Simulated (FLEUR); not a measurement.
C:

```xyz
12
Lattice="2.5221 0.0000 0.0000 -1.2611 2.1842 0.0000 0.0000 0.0000 12.3557" Properties=species:S:1:pos:R:3 pbc="T T T"
C     1.2611    0.7281    4.3760
C     0.0000    1.4561   10.5539
C     1.2611    0.7281    1.8018
C     0.0000    1.4561    7.9797
C     1.2611    0.7281    5.9205
C     0.0000    1.4561   12.0983
C     1.2611    0.7281    0.2574
C     0.0000    1.4561    6.4352
C     0.0000    0.0000   10.0390
C     0.0000    0.0000    3.8612
C     0.0000    0.0000    8.4945
C     0.0000    0.0000    2.3167
```

This is a hexagonal form of diamond, not graphite.

Base run:

```yaml
Program: FLEUR MaX-R8.1 (later development tree)
Functional: WC
Potentials_or_basis: all-electron
Basis: FLAPW
Kmax: 5.33 1/bohr
k_mesh: 12 × 12 × 3
Occupations: fermi-dirac, width 0.05 eV
Spin: no spin polarisation
```

Its results: band gap on the k mesh 4.31 eV, indirect (least direct gap 5.28 eV).

Q: The run is repeated on the same cell with these changes: functional from WC to RPBE. What comes out?

A: Band gap on the k mesh 4.50 eV, indirect (least direct gap 5.41 eV).

Not every run made on this cell is shown here.
